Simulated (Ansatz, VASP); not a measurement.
One calculation of Li, two programs

```
Li
1.0
    -1.75465    1.75465    1.75465
     1.75465   -1.75465    1.75465
     1.75465    1.75465   -1.75465
Li
1
Direct
  0.00000 0.00000 0.00000
```

Alike in both runs: task single point; functional LDA; k mesh 11 × 11 × 11; occupations gaussian, width 0.02 eV; no spin polarisation.

|  | VASP | Ansatz |
| --- | --- | --- |
| version | VASP 6.6.1 | Ansatz 0.2.0 |
| potentials or method | VASP PAW LDA potentials, release 64 (Li_GW) | Ansatz PAW |
| plane-wave cutoff (eV) | 550 | 420 |
| valence electrons in the cell | 1 | 3 |

|  | VASP | Ansatz | Ansatz less VASP |
| --- | --- | --- | --- |
| gap on the k mesh at the Fermi level (eV) | none | none | - |
| pressure (GPa) | -1.6 | -1.6 | 0.00 |

A gap of «none» marks a metal or a gap that the smearing closes. The two sets of potentials don't hold the same shells in valence.
